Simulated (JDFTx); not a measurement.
Al2Pt, 3 atoms in the cell. It takes space group Fm-3m (No. 225, cubic). Conventional cell: a = 5.910 Å, b = 5.910 Å, c = 5.910 Å, α = 90.00°, β = 90.00°, γ = 90.00°. Pt (site symmetry m-3m) is surrounded by 8 Al at 2.56 Å. Al (site symmetry -43m) has 4 Pt at 2.56 Å as nearest neighbours. 

- Program: JDFTx 1.7.0 (patched build)
- Task: Wannier functions
- Functional: PBEsol
- Potentials or basis: PseudoDojo-SR-PBE-0.5-stringent with smoothed tails
- Cutoff: 1143 eV
- Density cutoff: 9143 eV
- k mesh: 6 × 6 × 6
- Occupations: fermi-dirac, width 0.025 eV
- Spin: no spin polarisation
- Local potential set to -Z/r beyond: 6 bohr
- Localization measure: FiniteDifference
- Trial orbitals: atomic
- Projection thresholds: [0.2, 0.8]
- Ignore p till group: 12
- Bands: 39
- Density cutoff over wavefunction cutoff: 8
- Max SCF steps: 100
- SCF threshold on the energy: 1e-09 Ha
- Solver of the electrons: scf
- Further solve for the empty bands: no
- Start: saved state of an earlier run

Potentials or basis: PseudoDojo-SR-PBE-0.5-stringent with smoothed tails.

Launch:

```bash
$ wannier -c 1 -i wannier.in -o wannier.out
```

Hardware: 1 thread of Arm Neoverse V2 (shared host).

Q: Estimate the wall time of this run.

A: Wall time 7.3 s on 1 thread of Arm Neoverse V2, with other jobs on the host, peak memory 0.14 GiB.
